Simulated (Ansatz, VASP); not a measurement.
This is a calculation of WC for VASP 6.6.1.

INCAR

```
SYSTEM = WC
PREC     = Accurate       ! precision mode
ENCUT    = 520            ! plane-wave cutoff, eV
EDIFF    = 1E-6           ! SCF threshold, eV
ISMEAR   = -1             ! smearing method
SIGMA    = 0.05           ! smearing width, eV
LREAL    = .False.        ! projectors in reciprocal space
LASPH    = .True.         ! aspherical terms in the spheres
NELM     = 60             ! most SCF steps
ALGO     = Normal         ! electronic algorithm
ISIF     = 2              ! what is computed and relaxed
LWAVE    = .False.        ! write WAVECAR
LCHARG   = .True.         ! write CHGCAR
GGA      = PS             ! functional
LELF     = .True.         ! ELF
LVHAR    = .True.       
NBANDS   = 16             ! bands
```

File KPOINTS:

```
regular mesh
0
Gamma
  10 10 10
  0 0 0
```

POSCAR

```
WC
1.0
    0.0000000000      2.2072055093      2.2072055093
    2.2072055093      0.0000000000      2.2072055093
    2.2072055093      2.2072055093      0.0000000000
W C
1 1
Direct
    0.0000000000      0.0000000000      0.0000000000
    0.5000000000      0.5000000000      0.5000000000
```

Potentials or basis: VASP PAW PBE potentials, release 64 (W_sv, C).

Run with:

```bash
$ cat potpaw_PBE.64/W_sv/POTCAR potpaw_PBE.64/C/POTCAR > POTCAR
$ mpirun -np 1 vasp_std > vasp.out
```

Q: Set up the same calculation for Ansatz 0.2.0. Potentials there: all-electron LAPW, scalar-relativistic.

A: As run (the cutoff follows the program's own potentials):

File input.yaml:

```yaml
crystal:
  lattice:
    - [0.0, 2.2072055093, 2.2072055093]
    - [2.2072055093, 0.0, 2.2072055093]
    - [2.2072055093, 2.2072055093, 0.0]
  atoms:
    - { symbol: W, position: [0.0, 0.0, 0.0] }
    - { symbol: C, position: [0.5, 0.5, 0.5] }
kpoints:
  mp_grid: { grid: [10, 10, 10] }
scf:
  occupations: { method: fermi_dirac, width: 0.05 }
hamiltonian:
  xc: pbesol
  pseudopotentials: { kind: all_electron, lapw: { basis_error: 0.001 } }
output:
  forces: true
  stress: true
  eigenvalues: true
```

Potentials or basis: all-electron LAPW, scalar-relativistic.

Command:

```console
$ ansatz run input.yaml --threads 1 --pin off --max-ram 3072MiB --backend cpu --events-out ev --progress --plain --runs-dir out
```

Both were run:

|  | VASP | Ansatz | Ansatz less VASP |
| --- | --- | --- | --- |
| gap on the k mesh at the Fermi level (eV) | none | none | - |
| pressure (GPa) | -15.9 | -16.7 | -0.85 |

A gap of «none» marks a metal or a gap that the smearing closes. Ansatz ran all-electron here, so the differences hold the error of VASP's frozen core and of both bases.

Caveats: so large a pressure means that the cell lies far from this level's equilibrium, or that cutoff or potentials fall short (VASP); the potentials were made for another functional, which shifts forces and pressure (VASP). The runs have no spin-orbit coupling, so splittings on W are missing.
